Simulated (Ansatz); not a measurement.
**SnS2 (P-3m1): G0W0 against its settings**

SnS2 (started from an entry of an open crystallographic database), relaxed with r2SCAN+rVV10; one-shot G0W0 in Ansatz without spin-orbit coupling. No spin polarisation and no zero-point or thermal motion.

```
Sn S
1.0
     3.66076    0.00000    0.00000
    -1.83038    3.17031    0.00000
     0.00000    0.00000    5.96180
Sn S
1 2
Cartesian
  0.0000 0.0000 0.0000
  0.0000 2.1135 1.4642
  1.8304 1.0568 4.4976
```

Gaps are read over the mesh points alone. G0W0 here is at a finite number of bands, screening cutoff and k mesh, not at the basis limit.
```json
{"start": "PBE", "potentials": "PAW", "frequency model": "contour deformation", "mesh": "6×6×4", "empty bands": "157", "screening cutoff (eV)": "100", "Kohn-Sham gap (eV)": "1.50", "G0W0 gap (eV)": "2.33"}
{"start": "PBE", "potentials": "PAW", "frequency model": "contour deformation", "mesh": "6×6×4", "empty bands": "379", "screening cutoff (eV)": "180", "Kohn-Sham gap (eV)": "1.50", "G0W0 gap (eV)": "2.34"}
{"start": "PBE", "potentials": "PAW", "frequency model": "contour deformation", "mesh": "6×6×4", "empty bands": "736", "screening cutoff (eV)": "260", "Kohn-Sham gap (eV)": "1.50", "G0W0 gap (eV)": "2.35"}
{"start": "HSE06", "potentials": "PAW", "frequency model": "contour deformation", "mesh": "6×6×4", "empty bands": "379", "screening cutoff (eV)": "180", "Kohn-Sham gap (eV)": "2.39", "G0W0 gap (eV)": "2.78"}
{"start": "r2SCAN", "potentials": "PAW", "frequency model": "contour deformation", "mesh": "6×6×4", "empty bands": "379", "screening cutoff (eV)": "180", "Kohn-Sham gap (eV)": "1.81", "G0W0 gap (eV)": "2.55"}
{"start": "PBE0", "potentials": "PAW", "frequency model": "contour deformation", "mesh": "6×6×4", "empty bands": "379", "screening cutoff (eV)": "180", "Kohn-Sham gap (eV)": "3.09", "G0W0 gap (eV)": "2.96"}
{"start": "PBE", "potentials": "PAW", "frequency model": "Godby-Needs pole", "mesh": "6×6×4", "empty bands": "379", "screening cutoff (eV)": "180", "Kohn-Sham gap (eV)": "1.50", "G0W0 gap (eV)": "2.39"}
{"start": "PBE", "potentials": "PAW", "frequency model": "contour deformation", "mesh": "12×12×4", "empty bands": "112", "screening cutoff (eV)": "80", "Kohn-Sham gap (eV)": "1.49", "G0W0 gap (eV)": "2.30"}
{"start": "PBE", "potentials": "norm-conserving", "frequency model": "contour deformation", "mesh": "6×6×4", "empty bands": "379", "screening cutoff (eV)": "180", "Kohn-Sham gap (eV)": "1.50", "G0W0 gap (eV)": "2.37"}
```

G0W0 moves the gap on the mesh from 1.50 eV (PBE) to 2.35 eV (Γ to k = (0, -1/2, 1/4)). Renormalisation factors Z lie between 0.71 and 0.79.

Raising bands and cutoff together moves the gap by +0.01 eV (100 to 180 eV), then +0.01 eV (180 to 260 eV); the last step is small, which bounds nothing strictly. Starting from HSE06 (2.39 eV against PBE's 1.50 eV) gives 2.78 eV, +0.44 eV from G0W0@PBE at the same screening cutoff. Starting from r2SCAN (1.81 eV against PBE's 1.50 eV) gives 2.55 eV, +0.21 eV from G0W0@PBE at the same screening cutoff. Starting from PBE0 (3.09 eV against PBE's 1.50 eV) gives 2.96 eV, +0.62 eV from G0W0@PBE at the same screening cutoff. The Godby-Needs plasmon pole differs from contour deformation by +0.05 eV. Norm-conserving potentials (wave cutoff 980 eV against 420 eV) shift the quasiparticle gap by +0.03 eV and the PBE gap by 0.00 eV. r2SCAN runs take a wave cutoff of 500 eV.

Coordinates of k points refer to the reciprocal vectors of the primitive cell of the runs.

The program warns that the k mesh is coarse for exact exchange in some of these runs, so their gaps aren't converged.
